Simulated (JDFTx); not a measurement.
BN:

```
CELL_PARAMETERS angstrom
2.49824 0.00000 0.00000
-1.24912 2.16354 0.00000
0.00000 0.00000 6.63570
ATOMIC_POSITIONS crystal
N 0.66667 0.33333 0.25000
N 0.33333 0.66667 0.75000
B 0.66667 0.33333 0.75000
B 0.33333 0.66667 0.25000
```

Program: JDFTx 1.7.0 (patched build). Alike in all runs: task single point; no spin polarisation; cell as given; smearing fermi-dirac 0.05 eV.

Question: Order these runs on this cell by their pressure, lowest first.
A. level LDA; potentials or basis PseudoDojo-SR-LDA-0.4.1-standard; k mesh 12 × 12 × 4; cutoff (eV) 1143
B. level r2SCAN; potentials or basis SG15-PBE-1.2; k mesh 10 × 10 × 3; cutoff (eV) 1088
C. level TASK; potentials or basis SG15-PBE-1.2; k mesh 10 × 10 × 3; cutoff (eV) 1088

Answer: A (-2.9 GPa), B (-0.4 GPa), C (3.9 GPa).

Caveats: the potentials were made for another functional, which shifts forces and pressure (some runs).

Runs at the PBE level aren't shown here.
